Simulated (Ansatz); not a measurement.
Calculation for diamond Si (100), 2 layers: DFT, PBEsol, all-electron LAPW, scalar-relativistic (Ansatz 0.2.0).

The slab is cut from a bulk crystal relaxed on PAW files (its atoms may have been relaxed since).

Command: `ansatz run input.yaml --threads 2 --pin off --max-ram 4096MiB --backend cpu --events-out ev --progress --plain --runs-dir out` It took 5.6 s on 2 threads of Intel(R) Xeon(R) Platinum 8488C (Sapphire Rapids) (shared host), peak memory 0.5 GiB.

```yaml
crystal:
  lattice:
    - [3.8424174388, 0.0, 0.0]
    - [0.0, 3.8424174388, 0.0]
    - [0.0, 0.0, 17.3585]
  atoms:
    - { symbol: Si, position: [0.75, 0.0, 0.460869323] }
    - { symbol: Si, position: [0.25, 0.0, 0.539130677] }
kpoints:
  mp_grid: { grid: [7, 7, 1] }
scf:
  occupations: { method: fermi_dirac, width: 0.02 }
hamiltonian:
  xc: pbesol
  pseudopotentials: { kind: all_electron, lapw: { basis_error: 0.001 } }
output:
  forces: true
  stress: true
  eigenvalues: true
  populations: true
  dos: { projected: true, de: 0.2, e_range: [-14, 8] }
efield:
  axis: 3
  amplitude: 0
  dipole_correction: true
```

Output:

```
Si: projections on atomic orbitals take those of the free atom 1s2 2s2 2p6 3s2 3p2, of charge +0.00 (hamiltonian.pseudopotentials.projection_atoms)
LAPW: plane waves up to 7.585 Å⁻¹, error target 1.0e-3 eV per atom; small_component_spin mean_spin; Si in spheres of 1.176 Å, 12 of its electrons in bands, Dirac shells [] (how accurate: hamiltonian.pseudopotentials.lapw.basis_error, Limitations)
Engine: ansatz 0.2.0
Pseudopotentials: kind: all_electron
Pseudopotential: Si, LAPW, valence charge 12, lapw/all_electron/scalar/gaussian/Si, Koelling and Harmon's equation, gaussian nucleus
Functional definition: PBEsol
  exchange = pbesol_x
  correlation = pbesol_c
Crystal: 2 atoms, lattice volume = 256.284 Å³
Basis set: ecut = 219.22338570437606 eV, 1917 PW (Γ), exchange–correlation at level 2
Bands: 16, of which v1, the nominal top of the filled ones, is band 12 counted from 1 (11 counted from 0)
Symmetry: 4 space group operations
k-points: 16 of 49
Non-local potential: Si, projectors of the file, none
Initial density: superposition of atomic densities (neutral atoms: chi_scale 0, normalization atom)
Initial wavefunctions: plane waves of lowest kinetic energy (no species holds an atomic orbital)
Functional: x = pbesol(κ = 0.804, μ = 0.12345679012345678), c = pbesol(β = 0.046)
iter 1 solved again at ethr=3.29e-3 eV; its pass at ethr=1.00e-1 eV (dr2=7.90e-1 eV) is discarded
SCF iter   1: F=—  HF=-15752.962040 eV  |F-HF|=—  |Δ(HF+E_count)|=         —  Δρ=1.36e-2  dr2=8.47e-1  ethr=3.29e-3  p=-0.000 e·Å  D=-1.40e-15 V/Å  ΔV_dip=0.00 eV  dr2_dipole=1.34e-13  V_vac-E_F(+/−)=5.73/5.73 eV  ⟨swp⟩=3.6  Hψ=1658  notcnv=0
efield: sawtooth ramp at fractional position 0.9500 (placed from the atoms, in the widest stretch of the axis that holds none; the zero of the levels goes with the place), width 0.1000; the density the first Hamiltonian is built on has a dipole p = 0.000 e·Å; the dipole correction subtracts the counter field D = 2.86e-14 V/Å, which shifts the + side's vacuum level by -0.00 eV against the − side's; the planar-averaged density in the ramp window peaks in size at 4.2e-7 e/Å³
preconditioner: auto → LDOS  [insulator: Δε(μ)=0.086 eV  Ē_g=7.288 eV  σ=0.020 eV  W_gap=0.68  n_scr=30 (ndim 8)  ℏωp=6.6 eV  f_vac=0.685  D(μ)=2.21/eV (n_scr^D=6)  ε∞_Penn≈1.8  β→1.0]
iter 2 solved again at ethr=1.21e-4 eV; its pass at ethr=3.29e-3 eV (dr2=2.91e-2 eV) is discarded
SCF iter   2: F=—  HF=-15752.624417 eV  |F-HF|=—  |Δ(HF+E_count)|=   3.38e-1  Δρ=4.43e-3  dr2=2.90e-2  ethr=1.21e-4  p=0.000 e·Å  D=7.42e-7 V/Å  ΔV_dip=-0.00 eV  dr2_dipole=1.05e-12  V_vac-E_F(+/−)=4.86/4.86 eV  ⟨swp⟩=3.4  Hψ=1452  notcnv=0  defer=1
SCF iter   3: F=—  HF=-15752.647065 eV  |F-HF|=—  |Δ(HF+E_count)|=         —  Δρ=7.72e-4  dr2=4.95e-3  ethr=1.21e-4  p=0.000 e·Å  D=5.21e-8 V/Å  ΔV_dip=-0.00 eV  dr2_dipole=3.65e-13  V_vac-E_F(+/−)=4.72/4.72 eV  ⟨swp⟩=3.4  Hψ=800  notcnv=0  defer=3
the basis was enlarged: its passes take 184.3 KiB over the memory plan, 2 of 2 planned eigensolver slots
SCF iter   4: F=—  HF=-15752.646513 eV  |F-HF|=—  |Δ(HF+E_count)|=   5.52e-4  Δρ=2.98e-4  dr2=4.84e-4  ethr=2.06e-5  p=-0.000 e·Å  D=-2.17e-8 V/Å  ΔV_dip=0.00 eV  dr2_dipole=6.34e-14  V_vac-E_F(+/−)=4.63/4.63 eV  ⟨swp⟩=3.2  Hψ=804  notcnv=0
SCF iter   5: F=—  HF=-15752.646467 eV  |F-HF|=—  |Δ(HF+E_count)|=   4.52e-5  Δρ=5.31e-5  dr2=2.47e-5  ethr=2.01e-6  p=-0.000 e·Å  D=-3.22e-8 V/Å  ΔV_dip=0.00 eV  dr2_dipole=3.69e-14  V_vac-E_F(+/−)=4.59/4.59 eV  ⟨swp⟩=3.2  Hψ=775  notcnv=0  defer=3
SCF iter   6: F=—  HF=-15752.646476 eV  |F-HF|=—  |Δ(HF+E_count)|=   9.09e-6  Δρ=8.22e-6  dr2=3.44e-7  ethr=1.03e-7  p=0.000 e·Å  D=1.22e-8 V/Å  ΔV_dip=-0.00 eV  dr2_dipole=1.68e-14  V_vac-E_F(+/−)=4.58/4.58 eV  ⟨swp⟩=3.0  Hψ=713  notcnv=0
SCF iter   7: F=-15752.646477 eV  HF=-15752.646477 eV  |F-HF|=1.21e-7  |Δ(HF+E_count)|=   4.83e-8  Δρ=2.70e-6  dr2=1.88e-8  ethr=1.43e-9  p=-0.000 e·Å  D=-4.06e-9 V/Å  ΔV_dip=0.00 eV  dr2_dipole=3.50e-16  V_vac-E_F(+/−)=4.58/4.58 eV  ⟨swp⟩=3.1  Hψ=708  notcnv=0
SCF 1 converged in 7 iterations: F = -15752.646477 eV  dr2 = 1.88e-8
SCF converged after 7 iterations
Free energy (F): -15752.646477 eV
Harris-Foulkes:  -15752.646477 eV  (|F-HF|=1.21e-7)
Internal energy: -15752.643929 eV  (E = F + TS)
E sigma→0 (E₀):  -15752.645203 eV
Entropy (-TS):   -0.002548 eV (-1.274 meV/atom)
Fermi energy:    -2.691840 eV
Dipole field:    D = -0.000000 V/Å  (p = -0.000000 e·Å, saw-weighted, corrected)
Work function:   Φ+ = 4.5784 eV   Φ− = 4.5784 eV
Levels:          The Fermi level and band energies are counted from a zero that moves with the ramp; work functions are not
--- Per-component energies (eV) ---
  E_band       = -1712.908802
  E_kinetic    = 15788.089608
  E_xc         = -1100.283058
  E_efield     = 0.000000  (sawtooth field / dipole correction)
  E_electrostatic = -30440.450479  (all electrons and nuclei)
  E_smearing   = -0.002548  (= −TS)
  E_closure    = 0.000000  (closes the sum)
  E_atoms      = -15744.421745  (free atoms, spherical and without spin; not in F)
  Σ components = -15752.646477   (vs F -15752.646477, Δ=0.00e0)
  Basis errors (estimates in eV, not in F): energy 5.3e-4 per atom: plane waves 5.0e-4 (3.1e-4 summed), levels above the bands 3.1e-102, relativity 1.0e-8, radial functions 3.5e-5, core shells 1.3e-11; eigenvalues (radial functions only) 8.7e-7; not estimated: angular momenta, meshes, grids; target (lapw.basis_error) 1.0e-3; muffin-tin radii Si 1.176 Å
--- Forces (eV/Å), atoms counted from 1 ---
  atom   1  Si     0.00000000     0.00000000     1.18974536
  atom   2  Si    -0.00000000     0.00000000    -1.18974538
  max |Σ_I F_I| component: 1.49e-8 eV/Å
--- Stress (GPa, compression-positive) ---
       -1.214839       0.000000      -0.000000
        0.000000      -1.359158       0.000000
       -0.000000       0.000000      -1.009149
  P = ⅓ Tr σ = -1.1944 GPa (-11.944 kbar)
--- Band table (eV; the first three rows and the last of 16) ---
  k-point 0: bands = ["-136.4980", "-136.4941", "-92.8402", "-92.8378", "-92.8055", "-92.7973", "-92.7184", "-92.6994", "-12.1966", "-6.7231", "-3.8505", "-2.2376", "-2.1936", "-0.6017", "1.6711", "1.7563"]
  k-point 1: bands = ["-136.4980", "-136.4941", "-92.8402", "-92.8378", "-92.8055", "-92.7973", "-92.7184", "-92.6994", "-12.1019", "-6.6048", "-3.7920", "-3.1703", "-2.0365", "-0.4878", "1.2215", "1.9390"]
  k-point 2: bands = ["-136.4980", "-136.4941", "-92.8402", "-92.8378", "-92.8055", "-92.7973", "-92.7184", "-92.6994", "-11.8670", "-6.3008", "-4.5206", "-3.6530", "-1.7573", "-0.2474", "-0.0788", "2.4916"]
  k-point 15: bands = ["-136.4965", "-136.4956", "-92.8393", "-92.8387", "-92.8029", "-92.8011", "-92.7104", "-92.7062", "-9.9703", "-8.7213", "-3.8153", "-3.7784", "-2.8616", "-2.6472", "2.1585", "2.2171"]
--- Löwdin populations: 2 sites ---
  site symbol       q [e]
     0     Si     13.9555
     1     Si     13.9555
  spilling = 0.003176 (of n_electrons = 28.000000)
```

populations.tsv:

```
# site	symbol	l	j	q
# orbitals = lowdin
# n_electrons = 28.000000
# spilling = 0.003176
# projection_atom_Si: 1s2 2s2 2p6 3s2 3p2
0	Si	0_1S	-	1.999896
0	Si	0_2S	-	1.991982
0	Si	0_3S	-	1.537454
0	Si	1_2P	-	5.998512
0	Si	1_3P	-	2.427699
1	Si	0_1S	-	1.999896
1	Si	0_2S	-	1.991982
1	Si	0_3S	-	1.537454
1	Si	1_2P	-	5.998512
1	Si	1_3P	-	2.427699
```

Next run (atoms relaxed), as changes to the input before:

```diff
   atoms:
-    - { symbol: Si, position: [0.75, 0.0, 0.460869323] }
-    - { symbol: Si, position: [0.25, 0.0, 0.539130677] }
+    - { symbol: Si, position: [0.75, 0.0, 0.4662267899] }
+    - { symbol: Si, position: [0.25, 0.0, 0.5337732101] }
 kpoints:
   eigenvalues: true
-  populations: true
-  dos: { projected: true, de: 0.2, e_range: [-14, 8] }
+relax:
+  f_tol: 0.01
+  max_steps: 12
 efield:
```

Command: `ansatz run input.yaml --threads 2 --pin off --max-ram 4096MiB --backend cpu --events-out ev --progress --plain --runs-dir out` It took 12 s on 2 threads of Intel(R) Xeon(R) Platinum 8488C (Sapphire Rapids), with other jobs on the host, peak memory 0.59 GiB.

Results part of the output:

```
SCF converged after 2 iterations
Free energy (F): -15752.747321 eV
Harris-Foulkes:  -15752.747321 eV  (|F-HF|=3.22e-8)
Internal energy: -15752.741274 eV  (E = F + TS)
E sigma→0 (E₀):  -15752.744297 eV
Entropy (-TS):   -0.006047 eV (-3.024 meV/atom)
Fermi energy:    -2.803351 eV
Dipole field:    D = -0.000000 V/Å  (p = -0.000000 e·Å, saw-weighted, corrected)
Work function:   Φ+ = 4.6971 eV   Φ− = 4.6971 eV
Levels:          The Fermi level and band energies are counted from a zero that moves with the ramp; work functions are not
--- Per-component energies (eV) ---
  E_band       = -1715.427739
  E_kinetic    = 15791.214153
  E_xc         = -1101.286509
  E_efield     = 0.000000  (sawtooth field / dipole correction)
  E_electrostatic = -30442.668918  (all electrons and nuclei)
  E_smearing   = -0.006047  (= −TS)
  E_closure    = 0.000000  (closes the sum)
  E_atoms      = -15744.421745  (free atoms, spherical and without spin; not in F)
  Σ components = -15752.747321   (vs F -15752.747321, Δ=0.00e0)
  Basis errors (estimates in eV, not in F): energy 5.1e-4 per atom: plane waves 4.8e-4 (3.0e-4 summed), levels above the bands 1.2e-105, relativity 1.1e-8, radial functions 3.5e-5, core shells 1.1e-11; eigenvalues (radial functions only) 3.1e-7; not estimated: angular momenta, meshes, grids; target (lapw.basis_error) 1.0e-3; muffin-tin radii Si 1.092 Å
--- Forces (eV/Å), atoms counted from 1 ---
  atom   1  Si     0.00000000     0.00000000     0.00405708
  atom   2  Si    -0.00000000     0.00000000    -0.00405705
  max |Σ_I F_I| component: 2.60e-8 eV/Å
--- Stress (GPa, compression-positive) ---
       -0.232002       0.000000      -0.000000
        0.000000      -1.428635       0.000000
       -0.000000       0.000000      -0.001858
  P = ⅓ Tr σ = -0.5542 GPa (-5.542 kbar)
--- Band table (eV; the first three rows and the last of 16) ---
  k-point 0: bands = ["-136.5263", "-136.5190", "-92.8508", "-92.8465", "-92.8360", "-92.8255", "-92.7552", "-92.7193", "-12.6544", "-6.4800", "-4.5876", "-2.5522", "-1.9260", "-1.0674", "1.6887", "1.7620"]
  k-point 1: bands = ["-136.5263", "-136.5190", "-92.8508", "-92.8465", "-92.8360", "-92.8255", "-92.7552", "-92.7193", "-12.5645", "-6.3636", "-4.5347", "-3.4765", "-1.7242", "-0.9595", "1.4876", "1.9865"]
  k-point 2: bands = ["-136.5263", "-136.5190", "-92.8508", "-92.8465", "-92.8360", "-92.8255", "-92.7552", "-92.7193", "-12.3430", "-6.0652", "-4.8028", "-4.4098", "-1.4116", "-0.6900", "0.1844", "2.5313"]
  k-point 15: bands = ["-136.5235", "-136.5218", "-92.8492", "-92.8482", "-92.8333", "-92.8311", "-92.7397", "-92.7319", "-10.4437", "-9.1681", "-3.9955", "-3.7968", "-2.7929", "-2.7736", "2.3043", "2.5728"]
--- Relaxed structure (2 steps of the walk, 2 accepted, 0 SCFs on fresh bases) ---
  F+E_penalty+E_count = -15752.74732089 eV   max|allowed force component| = 4.057e-3 eV/Å
  atoms:
    - { symbol: Si, position: [0.7499999999999999, 0.0, 0.4662267899] }
    - { symbol: Si, position: [0.24999999999999994, 0.0, 0.5337732101] }
```

Next run (field of 0.5 V/Å along the normal), as changes to the input before:

```diff
   eigenvalues: true
-relax:
-  f_tol: 0.01
-  max_steps: 12
 efield:
   axis: 3
-  amplitude: 0
+  amplitude: 0.5
   dipole_correction: true
```

Command: `ansatz run input.yaml --threads 2 --pin off --max-ram 4096MiB --backend cpu --events-out ev --progress --plain --runs-dir out` It took 7.4 s on 2 threads of Intel(R) Xeon(R) Platinum 8488C (Sapphire Rapids), with other jobs on the host, peak memory 0.56 GiB.

Results part of the output:

```
SCF 1 converged in 9 iterations: F = -15752.784605 eV  dr2 = 4.94e-8
SCF converged after 9 iterations
Free energy (F): -15752.784605 eV
Harris-Foulkes:  -15752.784604 eV  (|F-HF|=4.18e-8)
Internal energy: -15752.778596 eV  (E = F + TS)
E sigma→0 (E₀):  -15752.781600 eV
Entropy (-TS):   -0.006009 eV (-3.004 meV/atom)
Fermi energy:    -2.817105 eV
Dipole field:    D = 0.105382 V/Å  (p = 0.149254 e·Å, saw-weighted, corrected)
Work function:   not extracted (applied field tilts the vacuum); planar V_es + V_field profile in the machine report
Levels:          The Fermi level and band energies are counted from a zero that moves with the ramp; work functions are not
--- Per-component energies (eV) ---
  E_band       = -1715.802800
  E_kinetic    = 15791.145857
  E_xc         = -1101.273757
  E_efield     = -0.066809  (sawtooth field / dipole correction)
  E_electrostatic = -30442.583886  (all electrons and nuclei)
  E_smearing   = -0.006009  (= −TS)
  E_closure    = 0.000000  (closes the sum)
  E_atoms      = -15744.421745  (free atoms, spherical and without spin; not in F)
  Σ components = -15752.784605   (vs F -15752.784605, Δ=0.00e0)
  Basis errors (estimates in eV, not in F): energy 5.2e-4 per atom: plane waves 4.9e-4 (3.0e-4 summed), levels above the bands 3.7e-102, relativity 9.6e-9, radial functions 3.9e-5, core shells 8.7e-12; eigenvalues (radial functions only) 5.4e-7; not estimated: angular momenta, meshes, grids; target (lapw.basis_error) 1.0e-3; muffin-tin radii Si 1.125 Å
--- Forces (eV/Å), atoms counted from 1 ---
  atom   1  Si    -0.00000000     0.00000000    -0.00365773
  atom   2  Si     0.00000000     0.00000000     0.00362492
  max |Σ_I F_I| component: 3.28e-5 eV/Å
--- Stress (GPa, compression-positive) ---
       -0.212271       0.000000      -0.000000
        0.000000      -1.410464       0.000000
       -0.000000       0.000000       0.003881
  P = ⅓ Tr σ = -0.5396 GPa (-5.396 kbar)
--- Band table (eV; the first three rows and the last of 16) ---
  k-point 0: bands = ["-136.5678", "-136.5099", "-92.8932", "-92.8798", "-92.8362", "-92.8141", "-92.7856", "-92.7212", "-12.6687", "-6.4954", "-4.6023", "-2.5663", "-1.9612", "-1.0813", "0.2485", "1.8229"]
  k-point 1: bands = ["-136.5678", "-136.5099", "-92.8932", "-92.8798", "-92.8362", "-92.8141", "-92.7856", "-92.7212", "-12.5789", "-6.3789", "-4.5494", "-3.4907", "-1.7583", "-0.9733", "0.4447", "1.5286"]
  k-point 2: bands = ["-136.5678", "-136.5099", "-92.8932", "-92.8798", "-92.8362", "-92.8141", "-92.7856", "-92.7212", "-12.3574", "-6.0803", "-4.8167", "-4.4245", "-1.4400", "-0.7038", "0.1577", "1.0720"]
  k-point 15: bands = ["-136.5676", "-136.5101", "-92.8932", "-92.8804", "-92.8363", "-92.8183", "-92.7767", "-92.7255", "-10.4582", "-9.1825", "-4.0097", "-3.8118", "-2.8067", "-2.7866", "2.2556", "2.5316"]
```

Next run (no images along the normal), as changes to the input before:

```diff
+  periodic: [true, true, false]
 kpoints:
   eigenvalues: true
-efield:
-  axis: 3
-  amplitude: 0.5
-  dipole_correction: true
```

Command: `ansatz run input.yaml --threads 2 --pin off --max-ram 4096MiB --backend cpu --events-out ev --progress --plain --runs-dir out` It took 6.4 s on 2 threads of Intel(R) Xeon(R) Platinum 8488C (Sapphire Rapids), on a shared host, peak memory 0.59 GiB.

Results part of the output:

```
Warning: crystal.periodic: the lattice vector that does not repeat stood 0.000° off the slab's normal, 17.358 Å along it as the deck builds it. The run solves the slab on a vector along the normal, 26.145 Å long, with every atom where it was (on the deck's vector they left 16.19 Å outside them, and the widest stretch free of ions among them is 1.17 Å). A fractional position that the run reports is
SCF 1 converged in 9 iterations: F = -15752.747322 eV  dr2 = 8.20e-8
SCF converged after 9 iterations
Free energy (F): -15752.747322 eV
Harris-Foulkes:  -15752.747322 eV  (|F-HF|=3.65e-8)
Internal energy: -15752.741274 eV  (E = F + TS)
E sigma→0 (E₀):  -15752.744298 eV
Entropy (-TS):   -0.006048 eV (-3.024 meV/atom)
Fermi energy:    -4.696933 eV
--- Per-component energies (eV) ---
  E_band       = -1760.863732
  E_kinetic    = 15791.193878
  E_xc         = -1101.285222
  E_electrostatic = -30442.649930  (all electrons and nuclei)
  E_smearing   = -0.006048  (= −TS)
  E_closure    = 0.000000  (closes the sum)
  E_atoms      = -15744.421745  (free atoms, spherical and without spin; not in F)
  Σ components = -15752.747322   (vs F -15752.747322, Δ=0.00e0)
  Basis errors (estimates in eV, not in F): energy 5.2e-4 per atom: plane waves 4.9e-4 (3.0e-4 summed), levels above the bands 2.0e-106, relativity 9.6e-9, radial functions 3.8e-5, core shells 7.9e-12; eigenvalues (radial functions only) 5.6e-7; not estimated: angular momenta, meshes, grids; target (lapw.basis_error) 1.0e-3; muffin-tin radii Si 1.125 Å
--- Forces (eV/Å), atoms counted from 1 ---
  atom   1  Si     0.00000000     0.00000000     0.00400798
  atom   2  Si     0.00000000     0.00000000    -0.00400798
  max |Σ_I F_I| component: 0.00e0 eV/Å
--- 2D stress c σ (N/m, compression-positive) ---
       -0.402072       0.000000       0.000000
        0.000000      -2.479964       0.000000
        0.000000       0.000000       0.000000
  P = ½ c Tr σ = -1.4410 N/m
--- Band table (eV; the first three rows and the last of 16) ---
  k-point 0: bands = ["-138.4193", "-138.4120", "-94.7438", "-94.7394", "-94.7290", "-94.7184", "-94.6482", "-94.6122", "-14.5479", "-8.3736", "-6.4812", "-4.4458", "-3.8196", "-2.9609", "-0.2715", "-0.0556"]
  k-point 1: bands = ["-138.4193", "-138.4120", "-94.7438", "-94.7395", "-94.7290", "-94.7184", "-94.6482", "-94.6123", "-14.4580", "-8.2572", "-6.4283", "-5.3701", "-3.6178", "-2.8531", "-0.4126", "0.0567"]
  k-point 2: bands = ["-138.4193", "-138.4120", "-94.7438", "-94.7395", "-94.7290", "-94.7184", "-94.6482", "-94.6123", "-14.2366", "-7.9587", "-6.6964", "-6.3033", "-3.3052", "-2.5835", "-1.7091", "0.5714"]
  k-point 15: bands = ["-138.4165", "-138.4149", "-94.7421", "-94.7411", "-94.7263", "-94.7241", "-94.6326", "-94.6248", "-12.3373", "-11.0616", "-5.8890", "-5.6904", "-4.6865", "-4.6671", "0.4107", "0.6792"]
  the weakly bound empty levels are not read free of the cell's end (augmented_plane_waves)
```

Real surfaces of this kind reconstruct, which a 1×1 cell forbids.
